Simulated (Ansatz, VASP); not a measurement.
WC in VASP and in Ansatz

The input INCAR:

```
  PREC = Accurate
  ENCUT = 520
  EDIFF = 1E-6
  ISMEAR = 0
  SIGMA = 0.15
  LREAL = F
  LASPH = T
  NELM = 100
  ALGO = Fast
  ISIF = 2
  LWAVE = F
  LCHARG = F
  GGA = CA
  NBANDS = 16
```

File KPOINTS:

```
Automatic mesh
0
Gamma
  18 18 18
```

POSCAR

```
WC
1.0
    0.0000000000      2.1926840000      2.0830498000
    2.1926840000      0.0000000000      2.0830498000
    2.1926840000      2.1926840000      0.0000000000
W C
1 1
Direct
    0.0000000000      0.0000000000      0.0000000000
    0.5000000000      0.5000000000      0.5000000000
```

Input for Ansatz:

```yaml
crystal:
  lattice:
    - [0.0, 2.192684, 2.0830498]
    - [2.192684, 0.0, 2.0830498]
    - [2.192684, 2.192684, 0.0]
  atoms:
    - { symbol: W, position: [0.0, 0.0, 0.0] }
    - { symbol: C, position: [0.5, 0.5, 0.5] }
basis:
  ecutwfc: 420
kpoints:
  mp_grid: { grid: [18, 18, 18] }
hamiltonian:
  xc: lda
scf:
  occupations: { method: gaussian, width: 0.15 }
output:
  forces: true
  stress: true
  eigenvalues: true
```

Change from the starting cell: strain +0.000 along x and y, -0.050 along z, atoms carried along.

Alike in both runs: task single point; functional LDA; k mesh 18 × 18 × 18; occupations gaussian, width 0.15 eV; no spin polarisation.

|  | VASP | Ansatz |
| --- | --- | --- |
| version | VASP 6.6.1 | Ansatz 0.2.0 |
| potentials or method | VASP PAW LDA potentials, release 64 (W_sv, C) | scalar-relativistic, plane waves, PAW |
| plane-wave cutoff (eV) | 520 | 420 |
| valence electrons in the cell | 18 | 18 |

VASP gave:

```
gap on the k mesh at the Fermi level (eV)       : none
pressure (GPa)                                  : 8.2
largest component of the traceless stress (GPa) : 26.27
```

Problem. Estimate Ansatz's values.

Solution. gap on the k mesh at the Fermi level (eV): none; pressure (GPa): 5.7; largest component of the traceless stress (GPa): 25.87.

A gap of «none» marks a metal or a gap that the smearing closes.

The runs have no spin-orbit coupling, so splittings on W are missing.
